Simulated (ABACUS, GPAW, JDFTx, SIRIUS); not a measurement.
# Equation of state of CuI under PBEsol

It takes space group F-43m (No. 216, cubic). The conventional cell has a = 6.063 Å, b = 6.063 Å, c = 6.063 Å, α = 90.00°, β = 90.00°, γ = 90.00°. Around I (site symmetry -43m) lie 4 Cu at 2.63 Å. Cu (site symmetry -43m) is surrounded by 4 I at 2.63 Å.

The cell was scaled at fixed shape and fractions and run with ABACUS, PseudoDojo NC SR 0.4.1 PBEsol standard, plane waves, cutoff 1252 eV; PBEsol, k mesh 8 × 8 × 8 on the cell of 2 atoms, fermi-dirac occupations of 0.05 eV, no spin polarisation, no spin-orbit coupling. Energies are those that the program minimises, any entropy of the smearing included.

| V (Å³/atom) | energy over the lowest row (meV/atom) |
| --- | --- |
| 26.1879 | 0.00 |
| 26.7451 | 0.82 |
| 27.3023 | 4.92 |
| 27.8595 | 11.92 |
| 28.4167 | 21.45 |
| 28.9738 | ? |
| 29.5310 | 46.88 |

Task: Fit the third-order Birch-Murnaghan form, give V0, B0 and B′, and predict the energy left open.

Result: With y = (V0/V)^(2/3), E = E0 + (9 V0 B0/16) [(y - 1)³ B′ + (y - 1)² (6 - 4y)]. Least squares through the rows shown give V0 = 26.3361 Å³/atom, E0 = -0.13 meV, B0 = 49.19 GPa (1 eV/Å³ = 160.218 GPa) and B′ = 5.17, with a largest miss of 0.01 meV. At V = 28.9738 the form with these constants gives 33.20 meV; the run gave 33.19 meV an atom. Other set-ups at this level, from all their volumes (Å³/atom, GPa): GPAW, PAW data sets generated for this functional: V0 26.675, B0 48.3; JDFTx, PseudoDojo-SR-PBEsol-0.4.1-standard with smoothed tails: V0 26.333, B0 49.11; SIRIUS, PseudoDojo 0.4.1 PBEsol standard (scalar relativistic): V0 26.333, B0 49.17. Measured volume: 27.72 Å³/atom (arxiv:2305.18931), so the fit lies -5.0 % from it. The runs are for a static lattice.
